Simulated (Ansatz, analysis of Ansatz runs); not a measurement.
# A hop of O in TiO2 (Pbcn), charge +2, part 3 of 3

Wanted: path and barrier of a jump of O in TiO2 (Pbcn) at charge +2. The case: V_O hop (2.6 Å), in a cell of 96 host atoms with 1 O taken out.

Ansatz 0.2.0; plane-wave PAW DFT, PBEsol; nudged elastic band between two relaxed defect structures at fixed charge in a uniform background.

So far, barrier forward (eV): step 4 (nudged elastic band, charge +2) 1.37.

## (6) Barrier from single points, PBEsol, denser k-mesh

Analysis of the runs above: barrier from PBEsol single points on the PBEsol path.

It gives:

- barrier forward: 1.365 eV
- barrier backward: 1.365 eV
- end less start: -2.55e-5 eV

This gives 1.365 eV against the band's 1.371 eV (backward 1.365 against 1.367 eV). This mesh holds only the band's own point and its sign variants, so it tests the average over those and no finer sampling.

## (7) Single point at the start point, r2SCAN

Three single points with a meta-GGA, at its higher cutoff of 500 eV, show what it does to the barrier on the path found. The start is shown; top and end are run alike.

This step: plane-wave PAW DFT, r2SCAN; single point of a defect supercell on a structure of the PBEsol path.

qp2.start.r2scan/input.yaml reads:

```yaml
crystal:
  lattice:
    - [9.07556403, 0.0, 0.0]
    - [0.0, 10.98982655, 0.0]
    - [0.0, 0.0, 9.75788854]
  atoms:
    - { symbol: Ti, position: [0.2543975, 0.33861026, 0.37587436] }
    - { symbol: Ti, position: [0.0043269, 0.41212909, 0.1286938] }
[... 14 atom lines left out ...]
    - { symbol: O, position: [0.36487915, 0.31401117, 0.54042205] }
[... 1 atom line left out ...]
    - { symbol: O, position: [0.38372062, 0.44160279, 0.78368016] }
[... 19 atom lines left out ...]
    - { symbol: Ti, position: [0.2220856, 0.6909039, 0.64132503] }
[... 1 atom line left out ...]
    - { symbol: O, position: [0.36400576, 0.80192968, 0.54301589] }
[... 3 atom lines left out ...]
    - { symbol: O, position: [0.36059087, 0.69179907, 0.79001968] }
[... 7 atom lines left out ...]
    - { symbol: O, position: [0.60465679, 0.44552985, 0.4613603] }
[... 7 atom lines left out ...]
    - { symbol: Ti, position: [0.5123951, 0.39995194, 0.63490074] }
[... 13 atom lines left out ...]
    - { symbol: Ti, position: [0.51938872, 0.58532889, 0.3490699] }
[... 7 atom lines left out ...]
    - { symbol: O, position: [0.63463077, 0.68908548, 0.45692662] }
[... 2 atom lines left out ...]
    - { symbol: Ti, position: [0.74773786, 0.66071303, 0.6235303] }
    - { symbol: Ti, position: [0.49679486, 0.58779518, 0.87331169] }
[... 5 atom lines left out ...]
    - { symbol: O, position: [0.60147454, 0.55724029, 0.69895052] }
[... 1 atom line left out ...]
    - { symbol: O, position: [0.63555673, 0.68947992, 0.95629674] }
total_charge: 2
basis:
  ecutwfc: 500
  xc_grid: 2
hamiltonian:
  xc: r2scan
kpoints:
  mp_grid: { grid: [1, 1, 1], shift: [0.25, 0.25, 0.25] }
scf:
  occupations: { method: fixed }
  max_iter: 150
output:
  forces: true
  eigenvalues: true
checkpoint:
  write: "../qp2.start.r2scan.run"
  compress: false
  write_wavefunctions: false
  write_every: 100000
```

The run is started by

```sh
> ansatz run input.yaml --threads 32 --pin off --max-ram 84787MiB --backend cuda --events-out ev --progress --plain --runs-dir out --max-vram 78GiB
```

Numbers of over 12 decimals in the logs are rounded to 6 here.

The log of the run:

```text
[...]
Crystal: 95 atoms, lattice volume = 973.241 Å³
Basis set: ecut = 500 eV, 24715 PW (Γ), exchange–correlation on 144×162×144 points (8 copies of the dense FFT grid, shifted against one another)
Bands: 475, of which v1, the nominal top of the filled ones, is band 380 counted from 1 (379 counted from 0)
Symmetry: 1 space group operations
[...]
k-points: 1
[...]
SCF iter   1: F=—  HF=-116133.079807 eV  |F-HF|=—  |Δ(HF+E_count)|=         —  Δρ=2.67e-2  dr2=7.87e0  dr2_τ=6.22e0  ethr=1.77e-3  ⟨swp⟩=3.0  Hψ=1541  notcnv=0  defer=79
[...]
SCF iter  10: F=—  HF=-116133.664390 eV  |F-HF|=—  |Δ(HF+E_count)|=   4.65e-8  Δρ=5.90e-6  dr2=3.66e-7  dr2_τ=3.50e-8  ethr=3.44e-10  ⟨swp⟩=2.0  Hψ=585  notcnv=0  defer=48
[...]
SCF 1 converged in 11 iterations: F = -116133.664390 eV  dr2 = 7.05e-8
[...]
SCF converged after 11 iterations
[...]
[... 5 atoms left out ...]
  atom  93  O     -0.00147011    -0.00805926     0.00208935
  [... 2 atoms left out ...]
  max |Σ_I F_I| component: 7.20e-3 eV/Å
--- Band table (eV) ---
[...]
```

Wall time 2.1 s (1 × NVIDIA GB200 with 32 threads of Arm Neoverse V2, shared host); peak memory 1.4 GiB; 4 s of CPU time.

Numbers from this step:

```
free energy : -116133.6644 eV
```

## (8) Barrier from single points, r2SCAN

Analysis of the runs above: barrier from r2SCAN single points on the PBEsol path.

It gives:

```yaml
barrier_forward: 1.458 eV
barrier_backward: 1.454 eV
end_less_start: 0.004072 eV
```

This gives 1.458 eV against the band's 1.371 eV.

## (9) Single point at the top of the path, PBEsol

A single point at the top of the band gives the levels near the gap and the populations there.

This step: plane-wave PAW DFT, PBEsol; single point of a defect supercell on a structure of the PBEsol path.

qp2.top.probe/input.yaml reads:

```yaml
crystal:
  lattice:
    - [9.07556403, 0.0, 0.0]
    - [0.0, 10.98982655, 0.0]
    - [0.0, 0.0, 9.75788854]
  atoms:
    - { symbol: Ti, position: [0.24792447, 0.33840644, 0.37218481] }
    - { symbol: Ti, position: [0.00070921, 0.411496, 0.12543826] }
[... 16 atom lines left out ...]
    - { symbol: O, position: [0.38800067, 0.43413617, 0.79891672] }
[... 19 atom lines left out ...]
    - { symbol: Ti, position: [0.23894906, 0.68192843, 0.63998958] }
[... 1 atom line left out ...]
    - { symbol: O, position: [0.36824806, 0.80502529, 0.54454293] }
[... 3 atom lines left out ...]
    - { symbol: O, position: [0.35764721, 0.6956329, 0.80436312] }
[... 7 atom lines left out ...]
    - { symbol: O, position: [0.61314983, 0.43497317, 0.45262951] }
[... 7 atom lines left out ...]
    - { symbol: Ti, position: [0.50047649, 0.40486486, 0.62561074] }
[... 13 atom lines left out ...]
    - { symbol: Ti, position: [0.51842245, 0.58275858, 0.36678916] }
[... 7 atom lines left out ...]
    - { symbol: O, position: [0.64343951, 0.69501933, 0.44748515] }
[... 2 atom lines left out ...]
    - { symbol: Ti, position: [0.76396435, 0.6825309, 0.6108005] }
    - { symbol: Ti, position: [0.48331934, 0.5827746, 0.88258055] }
[... 3 atom lines left out ...]
    - { symbol: O, position: [0.63369731, 0.80506963, 0.70631312] }
[... 1 atom line left out ...]
    - { symbol: O, position: [0.49925302, 0.57014393, 0.62663341] }
[... 1 atom line left out ...]
    - { symbol: O, position: [0.63466042, 0.68567398, 0.9534171] }
total_charge: 2
basis:
  ecutwfc: 420
  xc_grid: 2
hamiltonian:
  xc: pbesol
kpoints:
  mp_grid: { grid: [1, 1, 1], shift: [0.25, 0.25, 0.25] }
scf:
  occupations: { method: fixed }
  max_iter: 150
output:
  forces: true
  eigenvalues: true
  eigenstates: { localisation: true }
  populations: true
  write_density: true
  write_potential: true
  volumetric_format: npy
  elf: true
checkpoint:
  write: "../qp2.top.probe.run"
  compress: false
  write_wavefunctions: false
  write_every: 100000
```

The log of the run:

```text
[...]
Crystal: 95 atoms, lattice volume = 973.241 Å³
Basis set: ecut = 420 eV, 19047 PW (Γ), exchange–correlation on 128×150×144 points (8 copies of the dense FFT grid, shifted against one another)
Bands: 475, of which v1, the nominal top of the filled ones, is band 380 counted from 1 (379 counted from 0)
Symmetry: 1 space group operations
[...]
k-points: 1
[...]
SCF iter   1: F=—  HF=-114653.346296 eV  |F-HF|=—  |Δ(HF+E_count)|=         —  Δρ=1.88e-2  dr2=3.20e0  ethr=1.77e-3  ⟨swp⟩=3.0  Hψ=1543  notcnv=0  defer=77
[...]
SCF iter   6: F=—  HF=-114652.783746 eV  |F-HF|=—  |Δ(HF+E_count)|=   1.45e-4  Δρ=1.26e-4  dr2=1.80e-4  ethr=1.99e-7  ⟨swp⟩=2.0  Hψ=776  notcnv=0  defer=90
[...]
SCF iter  10: F=—  HF=-114652.788485 eV  |F-HF|=—  |Δ(HF+E_count)|=   2.65e-7  Δρ=8.39e-6  dr2=7.96e-7  ethr=3.74e-10  ⟨swp⟩=2.0  Hψ=742  notcnv=0  defer=80
[...]
SCF iter  12: F=-114652.788485 eV  HF=-114652.788485 eV  |F-HF|=4.44e-9  |Δ(HF+E_count)|=   1.96e-8  Δρ=1.61e-6  dr2=3.74e-8  ethr=1.32e-11  ⟨swp⟩=13.0  Hψ=3205  notcnv=0
SCF 1 converged in 12 iterations: F = -114652.788485 eV  dr2 = 3.74e-8
[...]
SCF converged after 12 iterations
Free energy (F): -114652.788485 eV
[...]
Internal energy: -114652.788485 eV  (E = F + TS)
E sigma→0 (E₀):  -114652.788485 eV
Fermi energy:    9.033164 eV
[...]
--- Löwdin populations: 95 sites ---
  site symbol       q [e]
     0     Ti     10.6663
     1     Ti     10.6519
  [... 16 atoms left out ...]
    18      O      6.6134
  [... 19 atoms left out ...]
    38     Ti     10.6650
  [... 5 atoms left out ...]
    44      O      6.5874
  [... 7 atoms left out ...]
    52      O      6.6162
  [... 7 atoms left out ...]
    60     Ti     10.6971
  [... 13 atoms left out ...]
    74     Ti     10.6554
  [... 7 atoms left out ...]
    82      O      6.5905
  [... 2 atoms left out ...]
    85     Ti     10.6662
    86     Ti     10.6538
  [... 5 atoms left out ...]
    92      O      6.7031
  [... 2 atoms left out ...]
  spilling = 0.003390 (of n_electrons = 760.000000)
```

It took 2.9 s on 1 × NVIDIA GB200 with 32 threads; peak memory 1.5 GiB.

This step gave:

| Item | Value |
| --- | --- |
| free energy | -114652.7885 eV |

States next to the filling edge at the first k-point, on the run's own zero (eigenstates.tsv). The participation number counts the atoms that a state is spread over, of 95; bands count from 0.

| spin | band | energy (eV) | occupation | participation | largest share on | share |
| --- | --- | --- | --- | --- | --- | --- |
| both | 374 | 8.669 | 2.00 | 39.3 | O47 | 0.07 |
| both | 375 | 8.694 | 2.00 | 46.5 | O10 | 0.05 |
| both | 376 | 8.713 | 2.00 | 46.7 | O12 | 0.05 |
| both | 377 | 8.737 | 2.00 | 29.4 | O95 | 0.10 |
| both | 378 | 8.798 | 2.00 | 51.4 | O66 | 0.05 |
| both | 379 | 9.033 | 2.00 | 6.6 | O93 | 0.35 |
| both | 380 | 11.596 | 0.00 | 29.0 | Ti38 | 0.09 |
| both | 381 | 11.637 | 0.00 | 19.2 | Ti38 | 0.15 |
| both | 382 | 11.670 | 0.00 | 35.0 | Ti75 | 0.06 |
| both | 383 | 11.677 | 0.00 | 34.4 | Ti86 | 0.08 |
| both | 384 | 11.694 | 0.00 | 34.1 | Ti39 | 0.07 |

Under PBEsol at one point at (¼, ¼, ¼), the highest filled state is spread over 7 of 95 atoms, and the lowest empty one, 2.56 eV above it, is spread over 29 of 95 atoms.

Valence electrons by atom (Löwdin), nearest atoms first, with the excess over far atoms of the same element, which can also hold differences between inequivalent host sites (the log counts sites from 0):

| atom | distance from the centre (Å) | electrons | excess |
| --- | --- | --- | --- |
| O93 | 0.12 | 6.703 | 0.096 |
| Ti61 | 1.70 | 10.697 | 0.046 |
| O53 | 2.40 | 6.616 | 0.009 |
| O19 | 2.41 | 6.613 | 0.006 |
| Ti87 | 2.53 | 10.654 | 0.002 |
| Ti75 | 2.54 | 10.655 | 0.004 |
| O83 | 2.63 | 6.590 | -0.017 |
| O45 | 2.64 | 6.587 | -0.020 |

The distance between the highest filled and the lowest empty level goes from 2.84 eV at the start to 2.56 eV at the top.

## (10) Results

* barrier forward: 1.37 eV
* barrier backward: 1.37 eV
* end less start: 0.00 eV
* hop length: 2.32 Å
* band iterations, as the log counts them: 10
* barrier from single points, PBEsol, denser k-mesh: 1.36 eV
* barrier from single points, r2SCAN: 1.46 eV

**Reading.** The top of the band lies 1.37 eV above the start and 1.37 eV above the end, which are alike in energy and neighbours. With an assumed prefactor of 1e13 per second it gives one hop a second along this one path at about 530 K; whether such hops link up through the crystal wasn't checked. At the top O93 stands 1.82 Å from its nearest Ti, 0.08 Å closer than at the start. Across functionals on this path (PBEsol 1.371 and r2SCAN 1.458 eV) the forward values spread by 0.087 eV. No image-charge correction is applied; it largely cancels along a path if the charge stays localised alike. Limits: one k-point off the zone centre stands for the whole zone.

[Logs are printed without paths, hosts, clocks, repeated set-up lines and the standing remarks that a program may print on its own settings, such as how far it seeks lower states.]

[Hosts, paths, dates, database ids (printed as entryN), source tags and the programs' standing remarks are cut or masked in the printed files.]
